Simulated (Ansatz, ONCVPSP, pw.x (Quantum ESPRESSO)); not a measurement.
**Equation-of-state test of one ONCV potential (boron (B))**

boron (B), optimised norm-conserving Vanderbilt (ONCV), made with ONCVPSP 4.0.1.1 (patched build) (PBEsol, scalar-relativistic). Core [He], reference 2s1.5 2p1.5. Waves: 2s: rc 1.55 bohr, ncon 5, nbas 8, qcut 4.9 1/bohr, 2 projectors, debl 1 Ha; 2p: rc 3.25 bohr, ncon 3, nbas 7, qcut 4.7 1/bohr, 2 projectors, debl 0.6 Ha. Local part: polynomial inside 1.15 bohr (lpopt 5, dvloc0 -1 Ha). Core correction: Teter function, fcfact 5.25, rcfact 1.5.

Crystal test: diamond B in pw.x 7.5, no spin, 11³ k-points, Fermi–Dirac smearing 0.01 Ry, cutoffs 105/420 Ry. The reference is all-electron LAPW (Ansatz 0.2.0) with the same functional, mesh and smearing; V0 and B0 come from Birch–Murnaghan fits to the pressures at five volumes. Errors are pseudo minus all-electron; Δ is the rms difference of the E(V) curves that follow from these fits, minima aligned, over ±6 % about the mean V0. Mesh and smearing are coarse, so the numbers serve the comparison and aren't converged zero-temperature values; the lattice is a test structure that the element need not adopt.

```csv
V (Å³/atom),P all-electron (GPa),P pseudo (GPa)
7.786,10.30,-31.30
7.991,4.90,-33.65
8.196,0.07,-35.67
8.401,-4.24,-37.38
8.606,-8.09,-38.84
```

All-electron: a0 = 4.033 Å (V0 = 8.20 Å³/atom), B0 = 182.1 GPa.

Pseudopotential: mean pressure error (GPa): -35.96. The pressure does not cross zero within the volumes sampled, so no fit is given. The largest radius (3.25 bohr) exceeds half the bond length (1.65 bohr), so the spheres overlap, which is one possible source of error among others. This is a poor potential for the solid.

Task: At the middle volume, how do free energy and pressure move when the wave cutoff is lowered (ecutrho kept at four times it)?

Result:

| cutoff (Ry) | shift of F (meV/atom) | shift of P (GPa) |
| --- | --- | --- |
| 47 | +7.1 | -0.04 |
| 63 | +3.2 | +0.16 |
| 84 | +2.6 | +0.11 |

Input at the middle volume:

```
&control
  calculation='scf', prefix='x', pseudo_dir='./', outdir='./tmp', tstress=.true., disk_io='none'
/
&system
  ibrav=0, nat=2, ntyp=1, ecutwfc=105, ecutrho=420, nbnd=10,
  occupations='smearing', smearing='fd', degauss=0.01
/
&electrons
  conv_thr=1e-09, mixing_beta=0.4, electron_maxstep=70
/
ATOMIC_SPECIES
B 1.0 B.UPF
CELL_PARAMETERS angstrom
  0.00000000 2.01620173 2.01620173
  2.01620173 0.00000000 2.01620173
  2.01620173 2.01620173 0.00000000
ATOMIC_POSITIONS crystal
B 0.0000 0.0000 0.0000
B 0.2500 0.2500 0.2500
K_POINTS automatic
11 11 11 0 0 0
```

```bash
pw.x < B.scf.in > B.scf.out
```

Lines of the output:

```
Message from routine setup:
     using ibrav=0 with symmetry is DISCOURAGED, use correct ibrav instead
     lattice parameter (alat)  =       5.3883  a.u.
     unit-cell volume          =     110.6187 (a.u.)^3
     number of electrons       =         6.00
     number of Kohn-Sham states=           10
     kinetic-energy cutoff     =     105.0000  Ry
     charge density cutoff     =     420.0000  Ry
     scf convergence threshold =      1.0E-09
     Exchange-correlation= PBESOL
     number of k points=    56  Fermi-Dirac smearing, width (Ry)=  0.0100
     iteration #  1     ecut=   105.00 Ry     beta= 0.40
     total energy              =     -11.97701841 Ry
     estimated scf accuracy    <       0.04156765 Ry
     iteration #  2     ecut=   105.00 Ry     beta= 0.40
     total energy              =     -11.97418034 Ry
     estimated scf accuracy    <       0.01181159 Ry
     iteration #  3     ecut=   105.00 Ry     beta= 0.40
     total energy              =     -11.97476116 Ry
     estimated scf accuracy    <       0.00008933 Ry
     iteration #  4     ecut=   105.00 Ry     beta= 0.40
     total energy              =     -11.97477644 Ry
     estimated scf accuracy    <       0.00000169 Ry
     iteration #  5     ecut=   105.00 Ry     beta= 0.40
     total energy              =     -11.97477701 Ry
     estimated scf accuracy    <       0.00000002 Ry
     iteration #  6     ecut=   105.00 Ry     beta= 0.40
     total energy              =     -11.97477703 Ry
     estimated scf accuracy    <          5.6E-09 Ry
     iteration #  7     ecut=   105.00 Ry     beta= 0.40
     the Fermi energy is     6.2098 ev
!    total energy              =     -11.97477703 Ry
     estimated scf accuracy    <          1.5E-10 Ry
     smearing contrib. (-TS)   =      -0.00441742 Ry
     The total energy is F=E-TS. E is the sum of the following terms:
     one-electron contribution =       5.34563006 Ry
     hartree contribution      =       0.51946861 Ry
     xc contribution           =      -5.11096921 Ry
     ewald contribution        =     -12.72448907 Ry
     convergence has been achieved in   7 iterations
          total   stress  (Ry/bohr**3)                   (kbar)     P=     -356.66
     Message from routine punch:
     Nothing written, as per user request (disk_io='none')
```

The run at the middle volume (56 k-points, 7 iterations) took about 22 s on one core of a shared host (Neoverse-N1, 64 threads, 124 GiB, load 46).
